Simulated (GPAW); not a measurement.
# Ti (Im-3m) in GPAW: a series of runs

Aim: see how the results for Ti move with the level of theory and the settings. Levels: LDA, vdW-DF-cx, SOGGA, BLYP. Tasks: one-shot levels on a semilocal density, equation of state, band structure.

All numbers are computed with GPAW 26.7.0; they aren't measurements. Logs are shortened: lines on timing, memory, paths and dates and some standing lists are left out, and cuts for length are marked. The log counts tension as positive stress, the text compression.

## 1. The crystal as given

The structure is cubic, space group Im-3m (No. 229). Conventional cell: a = 3.282 Å, b = 3.282 Å, c = 3.282 Å, α = 90.00°, β = 90.00°, γ = 90.00°. Ti (site symmetry m-3m) is surrounded by 8 Ti at 2.84 Å.

This isn't the form of Ti at room conditions, which is hcp.

## 2. One-shot levels on a semilocal density, LDA

Contents of run.py:

```python
import numpy as np
import spglib
from ase import Atoms
from ase.dft.bandgap import bandgap
from ase.io import read, write
from ase.units import GPa
from gpaw import GPAW, PW
from gpaw.hybrids import NonSelfConsistentHybridXCCalculator
from gpaw.hybrids.energy import non_self_consistent_energy

atoms = read('Ti.cif')
cell, positions, numbers = spglib.find_primitive(
    (atoms.cell[:], atoms.get_scaled_positions(), atoms.numbers), symprec=1e-4)
atoms = Atoms(numbers, cell=cell, scaled_positions=positions, pbc=True)

calc = GPAW(mode=PW(500),
            xc='LDA',
            kpts={'size': (7, 7, 7), 'gamma': True},
            occupations={'name': 'fermi-dirac', 'width': 0.05},
            nbands=16,
            convergence={'density': 1e-05, 'energy': 1e-05, 'bands': 12, 'eigenstates': 1e-07},
            maxiter=150,
            txt='gpaw.txt')
atoms.calc = calc
energy = atoms.get_potential_energy()
forces = atoms.get_forces()
stress = atoms.get_stress()
calc.write('gs.gpw')
write('result.traj', atoms)
print(f'Energy: {energy:.6f} eV')
print('Forces (eV/A):')
print(forces.round(4))
print('Stress (GPa):', (stress / GPa).round(3))
print('Fermi level:', round(calc.get_fermi_level(), 4), 'eV')
print(f'Gap: {bandgap(calc)[0]:.4f} eV, direct: {bandgap(calc, direct=True)[0]:.4f} eV')

for xc in ['HSE06', 'PBE0', 'EXX']:
    e = non_self_consistent_energy(calc, xc).sum()
    print(f'{xc} energy on these orbitals: {e:.6f} eV')
    nsc = NonSelfConsistentHybridXCCalculator.from_dft_calculation(
        calc.dft, xc, log=f'levels-{xc}.txt')
    dft_skn, hyb_skn = nsc.calculate(calc.dft.ibzwfs, 0, 12)
    np.savetxt(f'levels-{xc}.dat', hyb_skn.reshape((-1, hyb_skn.shape[-1])), fmt='%.4f')
```

Contents of Ti.cif:

```cif
data_Ti
_cell_length_a 3.28200000
_cell_length_b 3.28200000
_cell_length_c 3.28200000
_cell_angle_alpha 90.00000000
_cell_angle_beta 90.00000000
_cell_angle_gamma 90.00000000
_space_group_name_H-M_alt 'Im-3m'
_space_group_name_Hall '-I 4 2 3'
_space_group_IT_number 229
loop_
_space_group_symop_operation_xyz
'x,y,z'
'-x,-y,-z'
'-y,x,z'
'y,-x,-z'
'-x,-y,z'
'x,y,-z'
'y,-x,z'
'-y,x,-z'
'x,-y,-z'
'-x,y,z'
'-y,-x,-z'
'y,x,z'
'-x,y,-z'
'x,-y,z'
'y,x,-z'
'-y,-x,z'
'z,x,y'
'-z,-x,-y'
'z,-y,x'
'-z,y,-x'
'z,-x,-y'
'-z,x,y'
'z,y,-x'
'-z,-y,x'
'-z,x,-y'
'z,-x,y'
'-z,-y,-x'
'z,y,x'
'-z,-x,y'
'z,x,-y'
'-z,y,x'
'z,-y,-x'
'y,z,x'
'-y,-z,-x'
'x,z,-y'
'-x,-z,y'
'-y,z,-x'
'y,-z,x'
'-x,z,y'
'x,-z,-y'
'-y,-z,x'
'y,z,-x'
'-x,-z,-y'
'x,z,y'
'y,-z,-x'
'-y,z,x'
'x,-z,y'
'-x,z,-y'
'x+1/2,y+1/2,z+1/2'
'-x+1/2,-y+1/2,-z+1/2'
'-y+1/2,x+1/2,z+1/2'
'y+1/2,-x+1/2,-z+1/2'
'-x+1/2,-y+1/2,z+1/2'
'x+1/2,y+1/2,-z+1/2'
'y+1/2,-x+1/2,z+1/2'
'-y+1/2,x+1/2,-z+1/2'
'x+1/2,-y+1/2,-z+1/2'
'-x+1/2,y+1/2,z+1/2'
'-y+1/2,-x+1/2,-z+1/2'
'y+1/2,x+1/2,z+1/2'
'-x+1/2,y+1/2,-z+1/2'
'x+1/2,-y+1/2,z+1/2'
'y+1/2,x+1/2,-z+1/2'
'-y+1/2,-x+1/2,z+1/2'
'z+1/2,x+1/2,y+1/2'
'-z+1/2,-x+1/2,-y+1/2'
'z+1/2,-y+1/2,x+1/2'
'-z+1/2,y+1/2,-x+1/2'
'z+1/2,-x+1/2,-y+1/2'
'-z+1/2,x+1/2,y+1/2'
'z+1/2,y+1/2,-x+1/2'
'-z+1/2,-y+1/2,x+1/2'
'-z+1/2,x+1/2,-y+1/2'
'z+1/2,-x+1/2,y+1/2'
'-z+1/2,-y+1/2,-x+1/2'
'z+1/2,y+1/2,x+1/2'
'-z+1/2,-x+1/2,y+1/2'
'z+1/2,x+1/2,-y+1/2'
'-z+1/2,y+1/2,x+1/2'
'z+1/2,-y+1/2,-x+1/2'
'y+1/2,z+1/2,x+1/2'
'-y+1/2,-z+1/2,-x+1/2'
'x+1/2,z+1/2,-y+1/2'
'-x+1/2,-z+1/2,y+1/2'
'-y+1/2,z+1/2,-x+1/2'
'y+1/2,-z+1/2,x+1/2'
'-x+1/2,z+1/2,y+1/2'
'x+1/2,-z+1/2,-y+1/2'
'-y+1/2,-z+1/2,x+1/2'
'y+1/2,z+1/2,-x+1/2'
'-x+1/2,-z+1/2,-y+1/2'
'x+1/2,z+1/2,y+1/2'
'y+1/2,-z+1/2,-x+1/2'
'-y+1/2,z+1/2,x+1/2'
'x+1/2,-z+1/2,y+1/2'
'-x+1/2,z+1/2,-y+1/2'
loop_
_atom_site_label
_atom_site_type_symbol
_atom_site_symmetry_multiplicity
_atom_site_Wyckoff_symbol
_atom_site_fract_x
_atom_site_fract_y
_atom_site_fract_z
_atom_site_occupancy
Ti1 Ti 2 a 0.0000000000 0.0000000000 0.0000000000 1
```

Potentials or basis: the program's PAW data sets (release 1.2.1) made for this functional, pw.

Started as:

```console
$ OMP_NUM_THREADS=1 python run.py
```

gpaw.txt:

```text
__  _  _
 | _ |_)|_||  |
 |__||  | ||/\| - 26.7.0

Input parameters:
  mode=PW(ecut=500.0),
  convergence={'density': 1e-05, 'energy': 1e-05, 'bands': 12, 'eigenstates': 1e-07},
  kpts=MonkhorstPack(size=(7, 7, 7), gamma=True),
  maxiter=150,
  nbands=16,
  occupations=Occupations(name='fermi-dirac', width=0.05),
  xc=XC(name='LDA')

Diagonalizing LCAO Hamiltonian
Converting LCAO to pw mode

       Ti

Atoms  # Å, Bohr magnetons
|   | symbol |        x |        y |        z |    initial magnetic moments |
|---|--------|----------|----------|----------|-----------------------------|
| 0 |     Ti | 0.000000 | 0.000000 | 0.000000 | ( 0.0000,  0.0000,  0.0000) |

Unit cell  # Å
| periodic |         x |         y |         z |  lengths |     angles |
|----------|-----------|-----------|-----------|----------|------------|
|      yes | -1.641000 |  1.641000 |  1.641000 | 2.842295 | 109.471221 |
|      yes |  1.641000 | -1.641000 |  1.641000 | 2.842295 | 109.471221 |
|      yes |  1.641000 |  1.641000 | -1.641000 | 2.842295 | 109.471221 |

Number of symmetries: 48
Symmetry operations  # r_c * U_cc + t_c -> r_c
|    | kind |            matrix            |
|----|------|------------------------------|
|  0 |  σ   |  1, 1, 1,  0, 0,-1,  0,-1, 0 |
|  1 |  C4  |  1, 1, 1,  0, 0,-1, -1, 0, 0 |
|  2 |  C2  |  1, 1, 1,  0,-1, 0,  0, 0,-1 |
|  3 |  S6  |  1, 1, 1,  0,-1, 0, -1, 0, 0 |
|  4 |  S6  |  1, 1, 1, -1, 0, 0,  0, 0,-1 |
|  5 |  C4  |  1, 1, 1, -1, 0, 0,  0,-1, 0 |
|  6 |  E   |  1, 0, 0,  0, 1, 0,  0, 0, 1 |
|  7 |  σ   |  1, 0, 0,  0, 1, 0, -1,-1,-1 |
|  8 |  σ   |  1, 0, 0,  0, 0, 1,  0, 1, 0 |
|  9 |  C3  |  1, 0, 0,  0, 0, 1, -1,-1,-1 |
| 10 |  C3  |  1, 0, 0, -1,-1,-1,  0, 1, 0 |
| 11 |  σ   |  1, 0, 0, -1,-1,-1,  0, 0, 1 |
| 12 |  σ   |  0, 1, 0,  1, 0, 0,  0, 0, 1 |
| 13 |  C2  |  0, 1, 0,  1, 0, 0, -1,-1,-1 |
| 14 |  C3  |  0, 1, 0,  0, 0, 1,  1, 0, 0 |
| 15 |  S4  |  0, 1, 0,  0, 0, 1, -1,-1,-1 |
| 16 |  S4  |  0, 1, 0, -1,-1,-1,  1, 0, 0 |
| 17 |  C3  |  0, 1, 0, -1,-1,-1,  0, 0, 1 |
| 18 |  C3  |  0, 0, 1,  1, 0, 0,  0, 1, 0 |
| 19 |  S4  |  0, 0, 1,  1, 0, 0, -1,-1,-1 |
| 20 |  σ   |  0, 0, 1,  0, 1, 0,  1, 0, 0 |
| 21 |  C3  |  0, 0, 1,  0, 1, 0, -1,-1,-1 |
| 22 |  C2  |  0, 0, 1, -1,-1,-1,  1, 0, 0 |
| 23 |  S4  |  0, 0, 1, -1,-1,-1,  0, 1, 0 |
| 24 |  C4  |  0, 0,-1,  1, 1, 1,  0,-1, 0 |
| 25 |  σ   |  0, 0,-1,  1, 1, 1, -1, 0, 0 |
| 26 |  S6  |  0, 0,-1,  0,-1, 0,  1, 1, 1 |
| 27 |  C2  |  0, 0,-1,  0,-1, 0, -1, 0, 0 |
| 28 |  C4  |  0, 0,-1, -1, 0, 0,  1, 1, 1 |
| 29 |  S6  |  0, 0,-1, -1, 0, 0,  0,-1, 0 |
| 30 |  S6  |  0,-1, 0,  1, 1, 1,  0, 0,-1 |
| 31 |  C4  |  0,-1, 0,  1, 1, 1, -1, 0, 0 |
| 32 |  C4  |  0,-1, 0,  0, 0,-1,  1, 1, 1 |
| 33 |  S6  |  0,-1, 0,  0, 0,-1, -1, 0, 0 |
| 34 |  σ   |  0,-1, 0, -1, 0, 0,  1, 1, 1 |
| 35 |  C2  |  0,-1, 0, -1, 0, 0,  0, 0,-1 |
| 36 |  C2  | -1, 0, 0,  1, 1, 1,  0, 0,-1 |
| 37 |  S6  | -1, 0, 0,  1, 1, 1,  0,-1, 0 |
| 38 |  S6  | -1, 0, 0,  0, 0,-1,  1, 1, 1 |
| 39 |  C2  | -1, 0, 0,  0, 0,-1,  0,-1, 0 |
| 40 |  C2  | -1, 0, 0,  0,-1, 0,  1, 1, 1 |
| 41 |  i   | -1, 0, 0,  0,-1, 0,  0, 0,-1 |
| 42 |  S4  | -1,-1,-1,  1, 0, 0,  0, 1, 0 |
| 43 |  C3  | -1,-1,-1,  1, 0, 0,  0, 0, 1 |
| 44 |  C3  | -1,-1,-1,  0, 1, 0,  1, 0, 0 |
| 45 |  σ   | -1,-1,-1,  0, 1, 0,  0, 0, 1 |
| 46 |  S4  | -1,-1,-1,  0, 0, 1,  1, 0, 0 |
| 47 |  C2  | -1,-1,-1,  0, 0, 1,  0, 1, 0 |

BZ-sampling:
  Number of BZ points: 343
  Number of IBZ points: 20

  Monkhorst-Pack size: [7, 7, 7]
  Monkhorst-Pack shift: [0, 0, 0]

K-points  # in reciprocal-cell coordinates
|     |                                coordinates |     weight |
|-----|--------------------------------------------|------------|
|   0 | (  0.00000000,   0.00000000,   0.00000000) | 0.00291545 |
|   1 | (  0.14285714,   0.00000000,   0.00000000) | 0.03498542 |
|   2 | (  0.14285714,   0.14285714,  -0.14285714) | 0.01749271 |
|   3 | (  0.28571429,   0.00000000,  -0.14285714) | 0.06997085 |
|   4 | (  0.28571429,   0.00000000,   0.00000000) | 0.03498542 |
|   5 | (  0.28571429,   0.14285714,  -0.14285714) | 0.06997085 |
|   6 | (  0.28571429,   0.28571429,  -0.28571429) | 0.01749271 |
|   7 | (  0.28571429,   0.28571429,   0.28571429) | 0.02332362 |
|   8 | (  0.42857143,  -0.14285714,  -0.14285714) | 0.02332362 |
|   9 | (  0.42857143,   0.00000000,  -0.14285714) | 0.13994169 |
| ... |                                            |            |
|  19 | (  0.42857143,   0.42857143,   0.42857143) | 0.02332362 |

Plane wave coefficients: 460
Cutoff: 500.0 eV

Spin-components: 1 (collinear spins)
Bands:           16
Projectors:      6
Spin-degeneracy: 2
Datatype:        complex128

Parallelization:
  kpt:    1
  domain: 1
  band:   1

Density:
  Valence electrons: 12.0
  Components: 1
  Grid points: [15 15 15]
  Charge: 0.0  # |e|

Potential:
  Grid points: [15 15 15]

species:
  Ti:
    name:    Titanium
    Z:       22.0
    valence: 12
    core:    10
    charge:  0.0  # [|e|]
    compensation charges:
      type: gauss
      rc: 0.38  # [Å]
      lmax: 2
    cutoffs:
      filter: 2.23  # [Å]
      core: 1.02  # [Å]
    projectors
    | kind |    occ | energy [eV] | rcut [Å] |
    |------|--------|-------------|----------|
    |   3s |  2.000 |     -62.257 |    1.270 |
    |   4s |  2.000 |      -4.593 |    1.270 |
    |   3p |  6.000 |     -38.791 |    1.058 |
    |   4p |  0.000 |      -1.536 |    1.058 |
    |   3d |  2.000 |      -4.463 |    1.058 |
    |    d |        |      22.748 |    1.058 |

    Using partial waves for Ti as LCAO basis

Reference energy: -23173.949059  # eV

eigensolver:
  PPCG
  Converge bands: 12
  niter=2

density mixing:
  MSR1-Mixer
  Pratt-step length: 0.05
  Maximum mixing coefficient: 0.75
  Old densities: 10
  SVD Regularization: 0.005
  Good broyden scale: 1.0
  Trust region scale: 1.0
  Backstep threshold: 4.0
  History deletion threshold: 6.0
  Fourier metric: weight=20.0, sigma=0.015

occupation numbers:
  Fermi-Dirac:
    width: 0.0500  # eV

poisson solver:
  ecut: 4000.0  # eV

xc functional:
  name: None

convergence criteria:
- Maximum integral of absolute [dens]ity change: 1e-05 electrons / valence electron
- Maximum [total energy] change in last 3 cyles: 1e-05 eV / valence electron
- Maximum integral of absolute [eigenst]ate change: 1e-07 eV^2 / valence electron
maximum number of iterations: 150

SCF iterations
|iter     | |      energy | eigst |  dens |
|---------|-|-------------|-------|-------|
|iter:   1| |   -7.495345 | +1.50 |       |
|iter:   2| |   -7.444104 | -1.04 | -1.27 |
|iter:   3| |   -7.278830 | -1.32 | -1.32 |
|iter:   4| |   -7.281799 | -3.58 | -2.07 |
|iter:   5| |   -7.283126 | -4.10 | -2.37 |
|iter:   6| |   -7.283146 | -6.53 | -3.63 |
|iter:   7| |   -7.283156c| -6.87 | -3.97 |
|iter:   8| |   -7.283156c| -8.30c| -5.07c|

Converged in 8 steps
Energy contributions relative to reference atoms: (reference = -23173.949059)

Energy contributions:
  Kinetic:           3.817871
  Coulomb:          -3.760239
  Zero:             -0.045741
  External:          0.000000
  Xc:               -7.285260
  Entropy:          -0.019573
  Spinorbit:         0.000000
  ----------------------------
  Free energy:      -7.292942
  Extrapolated:     -7.283156

dipole moment: (-5.242151, -5.242151, -5.242151)  # |e|*Ang

Fermi level: 7.786
Eigenvalues  # (at kpt = [0.000, 0.000, 0.000])
| band index |      eig [eV] | occ [0-2] |
|------------|---------------|-----------|
|          0 |       -48.214 |     2.000 |
|          1 |       -24.402 |     2.000 |
|          2 |       -24.402 |     2.000 |
|          3 |       -24.402 |     2.000 |
|          4 |         1.960 |     2.000 |
|          5 |         8.691 |     0.000 |
|          6 |         8.691 |     0.000 |
|          7 |         8.691 |     0.000 |
|          8 |        10.424 |     0.000 |
|          9 |        10.424 |     0.000 |
|         10 |        25.199 |     0.000 |
|         11 |        25.199 |     0.000 |
|         12 |        25.199 |     0.000 |
|        ... |               |           |
|         15 |        34.152 |     0.000 |

No gap
No difference between direct/indirect transitions

Forces  # eV/Ang
|       x |        y |        z |
|---------|----------|----------|
| 0.00000 | -0.00000 | -0.00000 |  # Ti   0

Stress tensor  # eV/Ang^3
|         x |         y |         z |
|-----------|-----------|-----------|
|  0.061533 | -0.000000 |  0.000000 |
| -0.000000 |  0.061533 | -0.000000 |
|  0.000000 | -0.000000 |  0.061533 |

# Writing to gs.gpw (mode='')
```

Wall time 6.4 min (1 thread of Arm Neoverse V2, shared host); peak memory 0.41 GiB.

Results:

* Free energy: -7.2929 eV
* Pressure: -9.9 GPa
* Band gap on the k mesh: none (metal or under the smearing width)

Caveat: the k mesh is coarse (spacing up to 0.39 Å⁻¹), so the values aren't converged; the cutoff is short for stress and forces, so pressures can be off by a GPa or more; one-shot exact exchange on a metal's smeared states is rough.

## 3. Equation of state, vdW-DF-cx

Contents of run.py:

```python
from ase import Atoms
from ase.eos import EquationOfState
from ase.io import Trajectory
from ase.units import GPa
from gpaw import GPAW, PW

atoms = Atoms(['Ti'],
              cell=[[-1.641, 1.641, 1.641],
                    [1.641, -1.641, 1.641],
                    [1.641, 1.641, -1.641]],
              scaled_positions=[[0.0, 0.0, 0.0]],
              pbc=True)

traj = Trajectory('eos.traj', 'w')
volumes, energies = [], []
for x in [0.94, 0.96, 0.98, 1.0, 1.02, 1.04, 1.06]:
    a = atoms.copy()
    a.set_cell(atoms.cell * x**(1 / 3), scale_atoms=True)
    calc = GPAW(mode=PW(600),
                xc={'name': 'vdW-DF-cx', 'backend': 'libvdwxc'},
                kpts={'size': (11, 11, 11), 'gamma': True},
                occupations={'name': 'fermi-dirac', 'width': 0.05},
                nbands=14,
                convergence={'density': 1e-05, 'energy': 1e-05},
                maxiter=150,
                txt=f'eos-{x:.2f}.txt')
    a.calc = calc
    energies.append(a.get_potential_energy(force_consistent=True))
    volumes.append(a.get_volume())
    calc.write(f'eos-{x:.2f}.gpw')
    traj.write(a)
    print(f'{x:.2f} {volumes[-1]:10.4f} A^3 {energies[-1]:14.6f} eV', flush=True)

v0, e0, B = EquationOfState(volumes, energies, eos='birchmurnaghan').fit()
print(f'V0 = {v0:.4f} A^3, E0 = {e0:.6f} eV, B0 = {B / GPa:.2f} GPa')
```

Potentials or basis: GPAW PAW data sets (gpaw-data 1.2.1), pw.

Started as:

```console
$ OMP_NUM_THREADS=1 python run.py
```

Run time: 52 s. Hardware: 1 thread of Arm Neoverse V2, shared host; peak memory 0.21 GiB.

The run converged. Its results:

```yaml
Equilibrium_volume: "16.82 Å³/atom (rough: see the caveat)"
Bulk_modulus: 105 GPa (rough)
```

Energy against volume, from the lowest point:
```tsv
volume (Å³/atom)	energy (meV/atom)
16.616	0.38
16.969	0.00
17.323	4.52
17.676	13.07
18.030	26.08
18.383	42.81
18.737	63.00
```

Caveat: the fit is doubtful: noisy points or a state that changes with volume; the PAW data sets were made with another functional, which shifts forces and pressure a little.

(Part 1 of 2 ends here.)
